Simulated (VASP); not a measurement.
## VASP 6.6.1, PBE single-point calculation, PtS2 (strained measured structure)

INCAR

```
NSW = 0
LASPH = .TRUE.
LELF = .TRUE.
NBANDS = 18
GGA = PE
ISMEAR = -1
NELM = 120
ENCUT = 520
EDIFF = 1E-7
ISIF = 2
IBRION = -1
SIGMA = 0.02
LCHARG = .TRUE.
LWAVE = .FALSE.
PREC = Accurate
LREAL = .FALSE.
```

KPOINTS

```
KPOINTS created by Atomic Simulation Environment
0
Gamma
12 12 6
0 0 0
```

KPOINTS_OPT

```
special points
9
Reciprocal
0.0000000000 0.0000000000 0.0000000000 1
0.5000000000 0.0000000000 0.0000000000 1
0.3333333333 0.3333333333 0.0000000000 1
0.0000000000 0.0000000000 0.5000000000 1
0.5000000000 0.0000000000 0.5000000000 1
0.3333333333 0.3333333333 0.5000000000 1
0.0000000000 0.2500000000 0.3333333333 1
0.0000000000 0.1770830000 0.2135420000 1
0.0000000000 0.2747400000 0.3085940000 1
```

POSCAR

```
Pt S
 1.0000000000000000
     3.5121241805239003    0.0000000000288675    0.0000000000000000
    -1.7560620902869502    3.0415887615648676    0.0000000000000000
     0.0000000000000000    0.0000000000000000    5.2551739867000000
 Pt  S
   1   2
Cartesian
 -0.0000000000000000 -0.0000000000000000  0.0000000000000000
 -0.0000000000166667  2.0277258410528671  1.2484612640319728
  1.7560620902536164  1.0138629205408674  4.0067127226680261
```

VASP ran with the recommended PBE PAW datasets (22 valence electrons in the cell).

Command

```
mpirun -np 1 vasp_std
```

OSZICAR

```
N       E                     dE             d eps       ncg     rms          rms(c)
DAV:   1     0.112132311546E+03    0.11213E+03   -0.10425E+04  3648   0.109E+03
DAV:   2    -0.111331720766E+02   -0.12327E+03   -0.11924E+03  4368   0.219E+02
DAV:   3    -0.166631399922E+02   -0.55300E+01   -0.54910E+01  4546   0.472E+01
DAV:   4    -0.167235597394E+02   -0.60420E-01   -0.60387E-01  4728   0.541E+00
DAV:   5    -0.167245374911E+02   -0.97775E-03   -0.97766E-03  4560   0.673E-01    0.184E+01
DAV:   6    -0.156261826659E+02    0.10984E+01   -0.59163E+00  3754   0.241E+01    0.120E+01
DAV:   7    -0.153974545169E+02    0.22873E+00   -0.11545E+00  3698   0.109E+01    0.590E+00
DAV:   8    -0.153810937199E+02    0.16361E-01   -0.61546E-02  4006   0.178E+00    0.116E+00
DAV:   9    -0.153779469372E+02    0.31468E-02   -0.90367E-03  4232   0.990E-01    0.210E-01
DAV:  10    -0.153781749632E+02   -0.22803E-03   -0.14507E-03  4522   0.247E-01    0.960E-02
DAV:  11    -0.153782190184E+02   -0.44055E-04   -0.64156E-05  4356   0.623E-02    0.449E-02
DAV:  12    -0.153782237071E+02   -0.46887E-05   -0.10602E-05  4402   0.286E-02    0.119E-02
DAV:  13    -0.153782253084E+02   -0.16013E-05   -0.15133E-06  4400   0.871E-03    0.464E-03
DAV:  14    -0.153782256568E+02   -0.34839E-06   -0.36618E-07  4334   0.384E-03    0.130E-03
DAV:  15    -0.153782256407E+02    0.16124E-07   -0.29046E-08  2876   0.141E-03
   1 F= -.15378226E+02 E0= -.15378226E+02  d E =-.223877E-10
       N       E                     dE             ncg
DAV:   1     0.587091151762E+04   -0.33679E+04      324
DAV:   2     0.481199259065E+04   -0.10589E+04      414
DAV:   3     0.476981744077E+04   -0.42175E+02      392
DAV:   4     0.476935413033E+04   -0.46331E+00      432
DAV:   5     0.476934478251E+04   -0.93478E-02      406
DAV:   6     0.476934449911E+04   -0.28339E-03      440
DAV:   7     0.476934448865E+04   -0.10460E-04      424
DAV:   8     0.476934448822E+04   -0.43195E-06      416
DAV:   9     0.476934448821E+04   -0.13436E-07      290
```

From OUTCAR

```
k-points           NKPTS =    100   k-points in BZ     NKDIM =    100   number of bands    NBANDS=     18

   NELECT =      22.0000    total number of electrons

   dimension x,y,z NGX =    28 NGY =   28 NGZ =   40
   dimension x,y,z NGXF=    56 NGYF=   56 NGZF=   80

  energy-cutoff  :      520.00
  volume of cell :       56.14
      direct lattice vectors                 reciprocal lattice vectors
     3.512124181  0.000000000  0.000000000     0.284727973  0.164387772  0.000000000
    -1.756062090  3.041588762  0.000000000    -0.000000000  0.328775544  0.000000000
     0.000000000  0.000000000  5.255173987     0.000000000  0.000000000  0.190288657

 k-points in reciprocal lattice and weights: KPOINTS created by Atomic Simulation Env
   0.00000000  0.00000000  0.00000000       0.001
   0.08333333  0.00000000  0.00000000       0.007
   0.16666667  0.00000000  0.00000000       0.007
   0.25000000  0.00000000  0.00000000       0.007
   0.33333333  0.00000000  0.00000000       0.007
   0.41666667  0.00000000  0.00000000       0.007
   0.50000000  0.00000000  0.00000000       0.003
   0.08333333  0.08333333  0.00000000       0.007
   ...

 E-fermi :   6.7140

 k-point     1 :       0.0000    0.0000    0.0000
  band No.  band energies     occupation
      1      -8.7384      2.00000
      2      -6.0430      2.00000
      3      -0.4516      2.00000
      4      -0.0282      2.00000
      5      -0.0282      2.00000
      6       2.6637      2.00000
      7       2.6637      2.00000
      8       4.3489      2.00000
      9       5.4399      2.00000
     10       5.4399      2.00000
     11       6.2449      2.00000
     12       8.6276      0.00000
     13       8.6276      0.00000
     14      11.3417      0.00000
     15      11.9267      0.00000
     16      14.6190      0.00000
     17      14.6190      0.00000
     18      18.5572      0.00000

 k-point     2 :       0.0833    0.0000    0.0000
  band No.  band energies     occupation
      1      -8.6478      2.00000
      2      -6.0764      2.00000
      3      -0.3556      2.00000
      4       0.0145      2.00000
      5       0.0278      2.00000
      6       2.5310      2.00000
      7       2.5935      2.00000
      8       4.1552      2.00000
      9       5.3454      2.00000
     10       5.4587      2.00000
     11       6.2466      2.00000
     12       8.3064      0.00000
     13       8.5628      0.00000
     14      11.8382      0.00000
     15      12.2990      0.00000
     16      14.3945      0.00000
     17      14.9064      0.00000
     18      17.8120      0.00000

 k-point     3 :       0.1667    0.0000    0.0000
  band No.  band energies     occupation
      1      -8.3861      2.00000
      2      -6.1672      2.00000
      3      -0.0991      2.00000
      4       0.1653      2.00000
      5       0.1777      2.00000
      6       2.0810      2.00000
      7       2.4507      2.00000
      8       3.7331      2.00000
      9       5.1842      2.00000
     10       5.4134      2.00000
     11       6.0275      2.00000
     12       7.9683      0.00000
     13       8.4815      0.00000
     14      12.5012      0.00000
     15      13.1046      0.00000
     16      14.2970      0.00000
     17      15.6009      0.00000
     18      16.3983      0.00000

 k-point     4 :       0.2500    0.0000    0.0000
  band No.  band energies     occupation
      1      -7.9865      2.00000
      2      -6.2908      2.00000
      3       0.1296      2.00000
      4       0.3627      2.00000
      5       0.5500      2.00000
      6       1.3522      2.00000
      7       2.3796      2.00000
      8       3.4145      2.00000
      9       4.9192      2.00000
     10       5.1492      2.00000
     11       5.4648      2.00000
     12       8.0068      0.00000
     13       8.5434      0.00000
     14      12.1946      0.00000
     15      13.8775      0.00000
     16      14.9272      0.00000
     17      15.5066      0.00000
     18      15.8754      0.00000

 k-point     5 :       0.3333    0.0000    0.0000
  band No.  band energies     occupation
      1      -7.5159      2.00000
      2      -6.4187      2.00000
      3      -0.0453      2.00000
      4       0.4983      2.00000
      5       0.9234      2.00000
      6       1.1704      2.00000
      7       2.5141      2.00000
      8       3.2357      2.00000
      9       4.3569      2.00000
     10       4.6653      2.00000
     11       4.9471      2.00000
     12       8.0813      0.00000
     13       8.7269      0.00000
     14      11.8375      0.00000
     15      13.6075      0.00000
     16      14.8609      0.00000
     17      15.3529      0.00000
     18      16.1660      0.00000

 k-point     6 :       0.4167    0.0000    0.0000
  band No.  band energies     occupation
      1      -7.0886      2.00000
      2      -6.5326      2.00000
      3      -0.6064      2.00000
      4       0.5507      2.00000
      5       1.1013      2.00000
      6       1.8146      2.00000
      7       2.8926      2.00000
      8       3.1395      2.00000
      9       3.8146      2.00000
     10       4.0631      2.00000
     11       4.3825      2.00000
     12       8.0772      0.00000
     13       8.9021      0.00000
     14      11.8035      0.00000
     15      13.0266      0.00000
     16      14.6748      0.00000
     17      14.9023      0.00000
     18      17.1909      0.00000

 k-point     7 :       0.5000    0.0000    0.0000
  band No.  band energies     occupation
      1      -6.8826      2.00000
      2      -6.6049      2.00000
      3      -0.8591      2.00000
      4       0.5592      2.00000
      5       1.2536      2.00000
      6       2.0973      2.00000
      7       3.2601      2.00000
      8       3.4363      2.00000
      9       3.4476      2.00000
     10       3.5128      2.00000
     11       4.0135      2.00000
     12       8.0717      0.00000
     13       8.9714      0.00000
     14      11.8496      0.00000
     15      12.7871      0.00000
     16      14.6131      0.00000
     17      14.7397      0.00000
     18      17.5290      0.00000

 k-point     8 :       0.0833    0.0833    0.0000
  band No.  band energies     occupation
      1      -8.4715      2.00000
      2      -6.1384      2.00000
      3      -0.1730      2.00000
      4       0.0980      2.00000
      5       0.1364      2.00000
      6       2.3428      2.00000
      7       2.3801      2.00000
      8       3.8484      2.00000
      9       5.2329      2.00000
     10       5.3950      2.00000
     11       6.1917      2.00000
     12       8.1221      0.00000
     13       8.3443      0.00000
     14      12.5271      0.00000
     15      12.8760      0.00000
     16      14.0724      0.00000
     17      15.4621      0.00000
     18      16.7857      0.00000

 k-point     9 :       0.1667    0.0833    0.0000
  band No.  band energies     occupation
      1      -8.1398      2.00000
      2      -6.2448      2.00000
      3       0.1136      2.00000
      4       0.2705      2.00000
      5       0.3492      2.00000
      6       1.7803      2.00000
      7       2.2048      2.00000
      8       3.5230      2.00000
      9       5.0224      2.00000
     10       5.0867      2.00000
     11       6.0038      2.00000
     12       7.9671      0.00000
     13       8.3120      0.00000
     14      12.7479      0.00000
     15      13.6002      0.00000
     16      14.3897      0.00000
     17      15.7099      0.00000
     18      16.0680      0.00000

 k-point    10 :       0.2500    0.0833    0.0000
  band No.  band energies     occupation
      1      -7.7011      2.00000
      2      -6.3683      2.00000
      3       0.2127      2.00000
      4       0.3811      2.00000
      5       0.8303      2.00000
      6       1.1465      2.00000
      7       2.2069      2.00000
      8       3.3567      2.00000
      9       4.4520      2.00000
     10       4.7620      2.00000
     11       5.6154      2.00000
     12       7.8887      0.00000
     13       8.5306      0.00000
     14      12.1762      0.00000
     15      14.1858      0.00000
     16      14.6422      0.00000
     17      15.2892      0.00000
     18      16.0112      0.00000

 k-point    11 :       0.3333    0.0833    0.0000
  band No.  band energies     occupation
      1      -7.2438      2.00000
      2      -6.4845      2.00000
      3      -0.2726      2.00000
      4       0.4674      2.00000
      5       1.0852      2.00000
      6       1.4698      2.00000
      7       2.3956      2.00000
      8       3.3288      2.00000
      9       3.8498      2.00000
     10       4.2398      2.00000
     11       5.1295      2.00000
     12       7.9340      0.00000
     13       8.6298      0.00000
     14      11.8872      0.00000
     15      13.6910      0.00000
     16      14.3713      0.00000
     17      15.5008      0.00000
     18      16.4662      0.00000

 ...

  Total        2.1119066      2.1119066      0.8382331     -0.0000000      0.0000000      0.0000000
  in kB       60.2736980     60.2736980     23.9231276     -0.0000000      0.0000000      0.0000000
  external PRESSURE =      48.1568412 kB  Pullay stress =       0.0000000 kB

 POSITION                                       TOTAL-FORCE (eV/Angst)
 -----------------------------------------------------------------------------------
      0.00000      0.00000      0.00000        -0.000000      0.000000      0.000000
     -0.00000      2.02773      1.24846         0.000000      0.000000      0.034205
      1.75606      1.01386      4.00671        -0.000000     -0.000000     -0.034205
 -----------------------------------------------------------------------------------
    total drift:                               -0.000000     -0.000000     -0.000000

  FREE ENERGIE OF THE ION-ELECTRON SYSTEM (eV)
  ---------------------------------------------------
  free  energy   TOTEN  =       -15.3782256407 eV

  energy  without entropy=      -15.3782256407  energy(sigma->0) =      -15.37822564
```

```
gap between bands v and c : 0.76 eV
least direct gap          : 1.00 eV
pressure                  : 4.8 GPa
largest force             : 0.03 eV/Å
```

Band v is the last that the valence electrons fill when counted band by band, and c is the next.

The run took about 1.7 min on one core of a shared host (Intel Xeon Platinum 8488C) and held 0.3 GiB at most.
